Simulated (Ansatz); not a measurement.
# TiPbO₃: reading a single point

```yaml
crystal:
  lattice:
    - [3.98861, 0.00000, 0.00000]
    - [0.00000, 3.98861, 0.00000]
    - [0.00000, 0.00000, 7.97722]
  atoms:
    - { symbol: Pb, position: [0.00000, 0.00000, 0.00000] }
    - { symbol: Pb, position: [0.00000, 0.00000, 0.50000] }
    - { symbol: Ti, position: [0.50000, 0.50000, 0.25000] }
    - { symbol: Ti, position: [0.50000, 0.50000, 0.75000] }
    - { symbol: O, position: [0.00000, 0.50000, 0.25000] }
    - { symbol: O, position: [0.00000, 0.50000, 0.75000] }
    - { symbol: O, position: [0.50000, 0.00000, 0.25000] }
    - { symbol: O, position: [0.50000, 0.00000, 0.75000] }
    - { symbol: O, position: [0.50000, 0.50000, 0.00000] }
    - { symbol: O, position: [0.50000, 0.50000, 0.50000] }
```

Single point in Ansatz 0.2.0 with PBE, no spin polarisation. Cutoff 420 eV, PAW datasets, 7×7×4 Γ-centred k mesh, fermi-dirac filling (width 0.1 eV).

**Question.** Is it stable against the elements?

**Answer.** -2.27 eV an atom against the elements' usual phases (free molecules for gases, crystals otherwise, with no correction for O₂ or N₂), so it is bound against them; other compounds may still compete. Relaxing would lower it.

**Question.** How is the charge shared?

**Answer.** Bader charges in e: Ti +2.25, Pb +1.39, O -1.21. In the mean Ti gives up most and O takes most.

**Question.** Are the atoms at rest?

**Answer.** The forces vanish by the symmetry of the sites.

**Question.** Is there a gap, and of what kind?

**Answer.** The gap is 1.67 eV, direct at the points sampled.

Origin: a database entry at a rescaled volume. Caveats: no spin-orbit coupling, which can shift this gap by tenths of an eV.
